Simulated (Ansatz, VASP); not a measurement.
Given: the input of a run of Ansatz 0.2.0 on SnSe.

Contents of input.yaml:

```yaml
crystal:
  lattice:
    - [4.3693747848, 0.0, 0.0]
    - [0.0, 4.3693747848, 0.0]
    - [0.0, 0.0, 11.206250623]
  atoms:
    - { symbol: Sn, position: [0.0, 0.5, 0.62777089] }
    - { symbol: Sn, position: [0.5, 0.0, 0.37222911] }
    - { symbol: Se, position: [0.0, 0.5, 0.38396051] }
    - { symbol: Se, position: [0.5, 0.0, 0.61603949] }
hamiltonian:
  xc: pbe
  pseudopotentials: { kind: paw }
kpoints:
  mp_grid: { grid: [6, 6, 3] }
scf:
  occupations: { method: fermi_dirac, width: 0.05 }
output:
  forces: true
  stress: true
  eigenvalues: true
```

Potentials or basis: Ansatz PAW.

Run with:

```console
$ ansatz run input.yaml --threads 2 --pin off --max-ram 5120MiB --backend cpu --events-out ev --progress --plain --runs-dir out
```

Question: Set up the same calculation for VASP 6.6.1. Potentials there: VASP PAW PBE potentials, release 64 (Sn_d, Se).

Answer: As run (the cutoff follows the program's own potentials):

The input INCAR:

```
SYSTEM = SnSe
PREC = Accurate ; ENCUT = 520
EDIFF = 1E-7 ; ISMEAR = -1
SIGMA = 0.05 ; LREAL = .False.
LASPH = .True. ; NELM = 60
ALGO = Normal ; ISIF = 2
LWAVE = .False. ; LCHARG = .False.
GGA = PE ; NBANDS = 28
```

The input KPOINTS:

```
regular mesh
0
Gamma
  6 6 3
  0 0 0
```

The input POSCAR:

```
SnSe
1.0
    4.3693747848      0.0000000000      0.0000000000
    0.0000000000      4.3693747848      0.0000000000
    0.0000000000      0.0000000000     11.2062506230
Sn Se
2 2
Direct
    0.0000000000      0.5000000000      0.6277708900
    0.5000000000      0.0000000000      0.3722291100
    0.0000000000      0.5000000000      0.3839605100
    0.5000000000      0.0000000000      0.6160394900
```

Potentials or basis: VASP PAW PBE potentials, release 64 (Sn_d, Se).

Command:

```sh
$ cat potpaw_PBE.64/Sn_d/POTCAR potpaw_PBE.64/Se/POTCAR > POTCAR
$ mpirun -np 1 vasp_std > vasp.out
```

Both were run:

|  | VASP | Ansatz | Ansatz less VASP |
| --- | --- | --- | --- |
| gap on the k mesh at the Fermi level (eV) | 1.57 | 1.58 | +0.005 |
| least direct gap on the mesh (eV) | 1.57 | 1.58 | +0.005 |
| rms of the force components (eV/Å) | 0.093 | 0.098 | +0.0055 |

Atom by atom the forces differ by 0.007 eV/Å (rms over components). With one functional, cell and mesh, what is left measures potentials, basis and numerics. The two sets of potentials don't hold the same shells in valence.

Caveats: spin-orbit coupling is left out, which moves the levels of the heavy elements; odd divisions of the mesh miss points on the zone boundary, where band edges often lie, so the gap on the mesh can be too wide (Ansatz).
